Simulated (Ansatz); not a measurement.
Wanted: the native input for an Ansatz 0.2.0 run.

* Task: band structure
* Functional: HSE06
* Potentials or basis: Ansatz PAW
* Cutoff: 420 eV (not typed: the program's choice for these potentials)
* k mesh: 8 × 8 × 6
* Occupations: fermi-dirac, width 0.05 eV
* Spin: no spin polarisation
* Path: [["G", "X", "S", "R", "A", "Z", "G", "Y", "X1", "A1", "T", "Y"], ["Z", "T"]]
* Points for each segment of the path: 4

Crystal: Ge.

```
Ge
1.0
     1.39715   -2.60052    0.00000
     1.39715    2.60052    0.00000
     0.00000    0.00000    2.69823
Ge
1
Direct
  0.50000 0.50000 0.00000
```

This isn't the form of Ge at room conditions, which is diamond.

The input as run:

input

```
crystal:
  lattice:
    - [1.397149, -2.600516, 0.0]
    - [1.397149, 2.600516, 0.0]
    - [0.0, 0.0, 2.698231]
  atoms:
    - { symbol: Ge, position: [0.5, 0.5, 0.0] }
hamiltonian:
  xc: hse06
  pseudopotentials: { kind: paw }
kpoints:
  mp_grid: { grid: [8, 8, 6] }
  band_path:
    path:
      - [[0.0, 0.0, 0.0], [0.3221616403, 0.3221616403, 0.0], [0.0, 0.5, 0.0], [0.0, 0.5, 0.5], [0.3221616403, 0.3221616403, 0.5], [0.0, 0.0, 0.5], [0.0, 0.0, 0.0], [-0.5, 0.5, 0.0], [-0.3221616403, 0.6778383597, 0.0], [-0.3221616403, 0.6778383597, 0.5], [-0.5, 0.5, 0.5], [-0.5, 0.5, 0.0]]
      - [[0.0, 0.0, 0.5], [-0.5, 0.5, 0.5]]
    npoints: 4
scf:
  occupations: { method: fermi_dirac, width: 0.05 }
  n_extra_bands: 6
output:
  forces: true
  stress: true
  eigenvalues: true
  fatbands: false
```

It gave:

```yaml
Pressure: -4.5 GPa
Band_gap_on_the_k_mesh: none (metal or under the smearing width)
```

Caveat: the k mesh is coarse (spacing up to 0.39 Å⁻¹), so the values aren't converged, least of all with exact exchange; the PAW data sets come from PBE, with cores solved anew for the run's functional, which leaves a small shift of forces and pressure; the thresholds are loose for stress.

Wall time 41 s on 1 × NVIDIA H100 80GB HBM3 with 2 threads of AMD EPYC 7R13 Processor (Zen 3), with other jobs on the host, peak memory 1.9 GiB.
